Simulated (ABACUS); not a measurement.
Fe: relaxation of cell and atoms with r2SCAN

Fe:

```
Fe
1.0
     2.43416    0.00000    0.00000
    -1.21708    2.10804    0.00000
     0.00000    0.00000    3.84193
Fe
2
Direct
  0.66667 0.33333 0.75000
  0.33333 0.66667 0.25000
```

This isn't the form of Fe at room conditions, which is bcc.

| Item | Value |
| --- | --- |
| Program | ABACUS 3.10.1 |
| Task | relaxation of cell and atoms |
| Functional | r2SCAN |
| Potentials or basis | SG15 ONCV 1.2 PBE |
| Cutoff | 1361 eV |
| Density cutoff | 5442 eV |
| Basis | DZP LCAO (the cutoffs set its grid) |
| k mesh | 9 × 9 × 5 |
| Occupations | fermi-dirac, width 0.05 eV |
| Spin | collinear spin, ferromagnetic start |
| Starting moments | [3.0, 3.0] μB |
| Orbital files | Fe Fe_confined-atom_7au_3s2p2d1f.orb |
| Max steps of the relaxation | 60 |
| Force threshold | 0.02 eV/Å |
| Optimiser | cg |
| Stress threshold | 0.5 kbar |
| Radial cutoff of the potentials (pseudo_rcut) | 10 bohr |
| SCF threshold on the density | 1e-07 |
| Max SCF steps | 100 |
| Eigensolver | genelpa |
| Mixing | broyden |
| Mixing share | 0.4 |
| Symmetry key | 1 |

| Item | Value |
| --- | --- |
| Relaxed volume | 12.44 Å³/atom |
| Relaxed cell | a = 2.576 Å, b = 2.576 Å, c = 4.329 Å, α = 90.00°, β = 90.00°, γ = 120.00° |
| Space group after relaxing (to 0.05 Å) | P6_3/mmc (No. 194) |
| Energy gained by relaxing | 443.7 meV/atom |
| Ionic steps | 10 |
| Pressure after relaxing | 0.0 GPa |
| Net moment | 5.95 μB per cell |
| Absolute moment | 6.38 μB per cell |
| Site moments | Fe +2.97 μB |

Step by step:
| step | energy change (eV) | largest force (eV/Å) | pressure (GPa) | volume (Å³) |
| --- | --- | --- | --- | --- |
| 1 | 0.0000 | 0.0000 | 60.35 | 19.71 |
| 2 | -0.0385 | 0.0000 | -25.99 | 32.81 |
| 3 | -0.8746 | 0.0000 | -2.55 | 25.21 |
| 4 | -0.8746 | 0.0000 | -2.55 | 25.21 |
| 5 | -0.8844 | 0.0000 | 2.65 | 24.54 |
| 6 | -0.8853 | 0.0000 | 1.43 | 24.69 |
| 7 | -0.8872 | 0.0000 | -0.18 | 24.91 |
| 8 | -0.8873 | 0.0000 | 0.09 | 24.87 |
| 9 | -0.8873 | 0.0000 | -0.03 | 24.88 |
| 10 | -0.8873 | 0.0000 | 0.01 | 24.88 |

Final structure:
```xyz
2
Lattice="2.5760 0.0000 0.0000 -1.2880 2.2309 0.0000 0.0000 0.0000 4.3287" Properties=species:S:1:pos:R:3 pbc="T T T"
Fe    1.2880    0.7436    3.2465
Fe    0.0000    1.4873    1.0822
```

It took 9.9 min on 4 MPI ranks on Intel(R) Xeon(R) Platinum 8488C (Sapphire Rapids), with other jobs on the host, peak memory 0.48 GiB a rank.

Caveat: the atomic orbitals were generated for these runs and aren't a published set; the volume moved by over 15 % at a fixed basis, so the end points are rough; the potentials were made for another functional, which shifts forces and pressure; the basis of atomic orbitals isn't converged, which shifts pressures, moduli and gaps.
